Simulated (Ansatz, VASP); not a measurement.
# One calculation of GaP, two programs

```
Ga P
1.0
     0.00000    2.72541    2.72541
     2.72541    0.00000    2.72541
     2.72541    2.72541    0.00000
Ga P
1 1
Direct
  0.00000 0.00000 0.00000
  0.25000 0.25000 0.25000
```

Alike in both runs: task single point; functional PBE; k mesh 8 × 8 × 8; occupations fermi-dirac, width 0.02 eV; no spin polarisation.

|  | VASP | Ansatz |
| --- | --- | --- |
| version | VASP 6.6.1 | Ansatz 0.2.0 |
| potentials or method | VASP PAW PBE potentials, release 64 (Ga_d, P) | plane waves, PAW |
| plane-wave cutoff (eV) | 520 | 420 |
| valence electrons in the cell | 18 | 18 |

```tsv
	VASP	Ansatz	Ansatz less VASP
gap on the k mesh at the Fermi level (eV)	1.64	1.64	0.000
pressure (GPa)	2.4	2.5	+0.08
```

A k mesh can miss the band edges. A hybrid or GW would open this gap; PBE tends to underestimate it.
